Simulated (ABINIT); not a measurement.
F in ABINIT: tuning ranks

Crystal: F.

```
F
1.0
     2.75000   -1.64000    0.00000
     2.75000    1.64000    0.00000
    -1.53601    0.00000    7.12002
F
4
Direct
  0.49500 0.49500 0.40000
  0.50500 0.50500 0.60000
  0.94960 0.94960 0.90040
  0.05040 0.05040 0.09960
```

```yaml
Program: ABINIT 10.8.3 (patched build)
Task: single point
Functional: PBE
Potentials_or_basis: PseudoDojo NC SR PBE v0.4 stringent
Cutoff: 1143 eV
k_mesh: 6 × 6 × 3
Occupations: gaussian, width 0.05 eV
Spin: no spin polarisation
```

These are the settings of the first run; the series varies ranks, with any setting tied to it.

Hardware: Arm Neoverse N1.

```csv
ranks,energy less the last converged row (meV/atom),SCF cycles,wall time (s)
1 ranks over k points,0.00,13,200
2 ranks over k points,0.00,13,100
4 ranks over k points,0.00,13,56
8 ranks over k points,0.00,13,33
12 ranks over k points,0.00,13,21
16 ranks over k points,0.00,13,21
24 ranks over k points,0.00,13,16
32 ranks over k points,0.00,13,16
48 ranks over k points,0.00,13,9.8
2 ranks over bands,0.00,18,150
4 ranks over bands,0.00,16,79
8 ranks over bands,0.00,14,49
```

Fastest here: 48 ranks over k points (9.8 s); slowest of those that converged: 1 ranks over k points (200 s). These are single runs, one after another on one machine, so differences under about a fifth mean little.
